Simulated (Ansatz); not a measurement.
ZnTe (zinc blende)

```yaml
crystal:
  lattice:
    - [0.00000, 3.05735, 3.05735]
    - [3.05735, 0.00000, 3.05735]
    - [3.05735, 3.05735, 0.00000]
  atoms:
    - { symbol: Te, position: [0.75000, 0.75000, 0.75000] }
    - { symbol: Zn, position: [0.00000, 0.00000, 0.00000] }
```

The slice is a {100} plane (indices of the conventional cell) through the point (0.750, 0.750, 0.750) (fractional), spanned by u = [100] and v = [0 1 -1] in vectors of this cell: u (4.32 Å) and v (4.32 Å, at 90° to u). It covers one period; positions are fractions (u, v).

Calculation: r2SCAN (plane waves to 500 eV, PAW, scalar-relativistic; Ansatz, a program for electronic structure). k mesh 9×9×9. Inside the PAW spheres the values are not all-electron values, and peaks at nuclei hang on which shells count as valence. Spin-orbit coupling is left out, though Te is heavy. The PAW data are Ansatz's earlier set. ZnTe was relaxed with its symmetry unable to fall.

Task: Sketch the valence electron density on this plane as a map.

Result: 
| v \ u | 0.00 | 0.14 | 0.29 | 0.43 | 0.57 | 0.71 | 0.86 |
|---|---|---|---|---|---|---|---|
| 0.93 | 1.1 | 0.4 | -0.5 | -1.0 | -1.0 | -0.5 | 0.4 |
| 0.86 | 0.5 | -0.1 | -0.6 | -1.1 | -1.1 | -0.6 | -0.1 |
| 0.79 | -0.1 | -0.4 | -0.9 | -1.3 | -1.3 | -0.9 | -0.4 |
| 0.71 | -0.5 | -0.6 | -1.1 | -1.5 | -1.5 | -1.1 | -0.6 |
| 0.64 | -0.8 | -0.9 | -1.3 | -1.7 | -1.8 | -1.3 | -0.9 |
| 0.57 | -1.0 | -1.1 | -1.5 | -1.9 | -1.9 | -1.5 | -1.1 |
| 0.50 | -1.1 | -1.2 | -1.6 | -2.0 | -2.0 | -1.6 | -1.2 |
| 0.43 | -1.0 | -1.1 | -1.5 | -1.9 | -1.9 | -1.5 | -1.1 |
| 0.36 | -0.8 | -0.9 | -1.3 | -1.7 | -1.8 | -1.3 | -0.9 |
| 0.29 | -0.5 | -0.6 | -1.1 | -1.5 | -1.5 | -1.1 | -0.6 |
| 0.21 | -0.1 | -0.4 | -0.9 | -1.3 | -1.3 | -0.9 | -0.4 |
| 0.14 | 0.5 | -0.1 | -0.6 | -1.1 | -1.1 | -0.6 | -0.1 |
| 0.07 | 1.1 | 0.4 | -0.5 | -1.0 | -1.0 | -0.5 | 0.4 |
| 0.00 | 1.3 | 0.5 | -0.5 | -1.0 | -1.0 | -0.5 | 0.5 |

Values: log₁₀ of the valence density in e/Å³. The scale is logarithmic, as a density can span decades between atoms and voids.
